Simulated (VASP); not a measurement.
# Sn, density of states: which settings are enough?

Sn, Im-3m (no. 229), 1 atom in the cell. PBEsol; PAW potentials Sn_d (PBE set). VASP 6.6.1.

Wanted: density of states by 0.5 eV bins within 8 %; centre of the states within 12 eV below the valence top within 0.03 eV; states at the Fermi level within 8 %.

What the run is for: density of states; Accuracy asked: standard; k mesh of the density: 11 × 11 × 11.

POSCAR:
```
Sn
1.0
   -1.8946518192      1.8946518192      1.8946518192
    1.8946518192     -1.8946518192      1.8946518192
    1.8946518192      1.8946518192     -1.8946518192
Sn
1
Direct
    0.0000000000      0.0000000000      0.0000000000
```

The series start from Plane-wave cutoff (eV): 280; k-point mesh: 14 × 14 × 14; Energy points (NEDOS): 2001; Occupations for the DOS: ISMEAR=-5; Electronic threshold (eV): 1e-6; Precision mode (PREC): Accurate. Each series keeps the choices made before it, and each single choice may use up half of a tolerance. Times cover all steps of a run.

## Plane-wave cutoff (eV)

| Plane-wave cutoff (eV) | Density of states by 0.5 eV bins, largest deviation against the largest value | Centre of the states within 12 eV below the valence top (eV) | States at the Fermi level (states/eV/atom) | Time (s) |
|---|---|---|---|---|
| 190 | 1.1 % | -4.552 | 0.6029 | 8.2 |
| 240 | 0.44 % | -4.548 | 0.6023 | 13 |
| 280 | 0.43 % | -4.548 | 0.6023 | 12 |
| 310 | 0.061 % | -4.549 | 0.6023 | 17 |
| 380 | 0.015 % | -4.548 | 0.6023 | 24 |
| 480 (reference) | 0 % | -4.548 | 0.6023 | 24 |

Chosen: 190, the loosest value from which every tighter one stays within half of the tolerance.

## k-point mesh

| k-point mesh | Density of states by 0.5 eV bins, largest deviation against the largest value | Centre of the states within 12 eV below the valence top (eV) | States at the Fermi level (states/eV/atom) | Time (s) |
|---|---|---|---|---|
| 6 × 6 × 6 | 29 % | -4.626 | 0.7475 | 4.9 |
| 7 × 7 × 7 | 21 % | -4.596 | 0.5998 | 5.1 |
| 9 × 9 × 9 | 18 % | -4.550 | 0.633 | 5.7 |
| 11 × 11 × 11 | 12 % | -4.560 | 0.6208 | 6.7 |
| 14 × 14 × 14 | 7 % | -4.552 | 0.6029 | 8.2 |
| 16 × 16 × 16 | 4.9 % | -4.560 | 0.6068 | 11 |
| 20 × 20 × 20 | 2.9 % | -4.555 | 0.5976 | 16 |
| 24 × 24 × 24 | 1.2 % | -4.562 | 0.5913 | 25 |
| 30 × 30 × 30 (reference) | 0 % | -4.560 | 0.5952 | 38 |

Chosen: 20 × 20 × 20.

## Energy points (NEDOS)

| Energy points (NEDOS) | Density of states by 0.5 eV bins, largest deviation against the largest value | Centre of the states within 12 eV below the valence top (eV) | States at the Fermi level (states/eV/atom) | Time (s) |
|---|---|---|---|---|
| 301 | 1.1 % | -4.586 | 0.5979 | 16 |
| 501 | 1.3 % | -4.564 | 0.5973 | 16 |
| 1001 | 0.47 % | -4.564 | 0.598 | 16 |
| 2001 | 0.14 % | -4.555 | 0.5976 | 16 |
| 4001 (reference) | 0 % | -4.555 | 0.5978 | 15 |

Chosen: 501.

## Occupations for the DOS

| Occupations for the DOS | Density of states by 0.5 eV bins, largest deviation against the largest value | Centre of the states within 12 eV below the valence top (eV) | States at the Fermi level (states/eV/atom) | Time (s) |
|---|---|---|---|---|
| ISMEAR=-5 | 0 % | -4.564 | 0.5973 | 16 |
| ISMEAR=-4 | 0 % | -4.564 | 0.5973 | 15 |
| ISMEAR=0 SIGMA=0.05 | 14 % | -4.574 | 0.7216 | 11 |
| ISMEAR=0 SIGMA=0.1 | 11 % | -4.562 | 0.6884 | 11 |
| ISMEAR=-15 SIGMA=0.025 | 0.016 % | -4.564 | 0.5973 | 16 |
| ISMEAR=1 SIGMA=0.1 | 15 % | -4.570 | 0.7023 | 11 |

Chosen: ISMEAR=-5; no other choice that stays within half of the tolerance saves 30 % of the time.

## Electronic threshold (eV)

| Electronic threshold (eV) | Density of states by 0.5 eV bins, largest deviation against the largest value | Centre of the states within 12 eV below the valence top (eV) | States at the Fermi level (states/eV/atom) | Time (s) |
|---|---|---|---|---|
| 0.001 | 0.016 % | -4.564 | 0.5973 | 12 |
| 0.0001 | 0.062 % | -4.564 | 0.5972 | 12 |
| 1e-5 | 0.062 % | -4.564 | 0.5972 | 13 |
| 1e-6 (reference) | 0 % | -4.564 | 0.5973 | 16 |

Chosen: 0.001.

## Precision mode (PREC)

| Precision mode (PREC) | Density of states by 0.5 eV bins, largest deviation against the largest value | Centre of the states within 12 eV below the valence top (eV) | States at the Fermi level (states/eV/atom) | Time (s) |
|---|---|---|---|---|
| Normal | 0.016 % | -4.564 | 0.5972 | 9.1 |
| Accurate (reference) | 0 % | -4.564 | 0.5973 | 12 |

Chosen: Normal.

## All choices together

| Input | Density of states by 0.5 eV bins, largest deviation against the largest value | Centre of the states within 12 eV below the valence top (eV) | States at the Fermi level (states/eV/atom) | Time (s) |
|---|---|---|---|---|
| defaults for smearing, thresholds and mesh (naive) | 202 % | -5.167 | 3.575 | 5.3 |
| chosen settings | 4.4 % | -4.564 | 0.5972 | 9.1 |
| reference settings throughout | 0 % | -4.552 | 0.5943 | 108 |

The tolerance is met.

## The input

INCAR.step1:
```
GGA      = PS             # functional
ISMEAR   = 1              # smearing method
SIGMA    = 0.1            # smearing width, eV
LWAVE    = F              # write WAVECAR
LCHARG   = T              # write CHGCAR
NBANDS   = 21             # bands
PREC     = Normal         # precision mode
LASPH    = T              # aspherical terms in the spheres
LREAL    = F              # projectors in reciprocal space
ALGO     = Normal         # electronic algorithm
EDIFF    = 0.001          # SCF threshold, eV
NELM     = 120            # most SCF steps
GGA_COMPAT= F            
ENCUT    = 190            # plane-wave cutoff, eV
```

INCAR.step2, as INCAR.step1 but for:
```
- ISMEAR = 1
- SIGMA = 0.1
- LCHARG = T
+ ISMEAR = -5
+ LCHARG = F
+ NEDOS = 501
+ LORBIT = 11
+ EMIN = -9.0549
+ EMAX = 15.9451
+ ICHARG = 11
```

KPOINTS.step1:
```
k-points
0
Gamma
  11 11 11
```

KPOINTS.step2:
```
Automatic mesh
0
Gamma
  20 20 20
  0 0 0
```

Commands (each step's output is kept before the next begins):
```
cat potpaw_PBE.64/Sn_d/POTCAR > POTCAR
cp INCAR.step1 INCAR
cp KPOINTS.step1 KPOINTS
mpirun -np 1 vasp_std > vasp.out
cp INCAR.step2 INCAR
cp KPOINTS.step2 KPOINTS
mpirun -np 1 vasp_std > vasp.out
```

The chosen input took VASP 6.6.1 9.1 s on 1 core (AMD EPYC 9R45 (Zen 5)), a shared host.

## An input that fails: tetrahedra on too few k points

VASP's message: IBZKPT: tetrahedron method fails for NKPT<4. NKPT = 1.

k mesh: 14 × 14 × 14 becomes 1 × 1 × 1.

Changes against the starting input:
```
(step 2)
- NELM = 120
+ NELM = 81
```
